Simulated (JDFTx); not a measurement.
Runs of JDFTx 1.7.0 (patched build) on WC (Qusongite). The structure is hexagonal, space group P-6m2 (No. 187). Conventional cell: a = 2.907 Å, b = 2.907 Å, c = 2.837 Å, α = 90.00°, β = 90.00°, γ = 120.00°. W (site symmetry -6m2) has 6 C at 2.20 Å as nearest neighbours. C (site symmetry -6m2) is surrounded by 6 W at 2.20 Å. 

```tsv
task	level	potentials or basis	cell	k mesh	cutoff (eV)	density cutoff over wavefunction cutoff	SCF threshold on the energy	further solve for the empty bands	mesh quality	gap on the mesh (eV)	pressure (GPa)	relaxed volume (Å³/atom)
relaxation of cell and atoms	PBEsol	PseudoDojo-SR-PBEsol-0.4.1-standard	relaxed	10 × 10 × 9	1116	8	1e-09 Ha	no	not flagged	none	0.0	10.30
relaxation of cell and atoms	r2SCAN	SG15-PBE-1.2	relaxed	5 × 5 × 4	1088	8	1e-09 Ha	no	coarse	none	0.0	(a)
relaxation of cell and atoms	PBE+D3(BJ)	PseudoDojo-SR-PBE-0.5-standard	relaxed	10 × 10 × 9	1116	8	1e-09 Ha	no	not flagged	none	0.0	10.33
relaxation of cell and atoms	RPBE	PseudoDojo-SR-PBE-0.5-standard	relaxed	10 × 10 × 9	1116	8	1e-09 Ha	no	not flagged	none	0.0	10.62
single point	PBE	PseudoDojo-SR-PBE-0.5-standard	as given	5 × 5 × 4	1116	8	1e-09 Ha	yes	coarse	none	6.3	-
relaxation of cell and atoms	LDA	PseudoDojo-SR-LDA-0.4.1-standard	relaxed	10 × 10 × 9	1116	8	1e-09 Ha	no	not flagged	none	0.0	(b)
single point	PBE	PseudoDojo-SR-PBE-0.5-standard	as given	10 × 10 × 9	1116	4	1e-08 Ha	yes	not flagged	none	5.7	-
```

Alike in all rows: no spin polarisation; smearing fermi-dirac 0.05 eV.

Problem. Fill in the values left out.

Solution. (a) 10.17; (b) 10.11.

Caveats: some runs use coarse meshes; the potentials were made for another functional, which shifts forces and pressure (some runs); pairwise dispersion overbinds metals, which lowers pressure and volume (some runs).

A k mesh can miss the band edges, and the runs leave out spin-orbit coupling on W.

A gap of «none» marks a metal or a gap under the smearing width.

Not every run made on this cell is shown here.
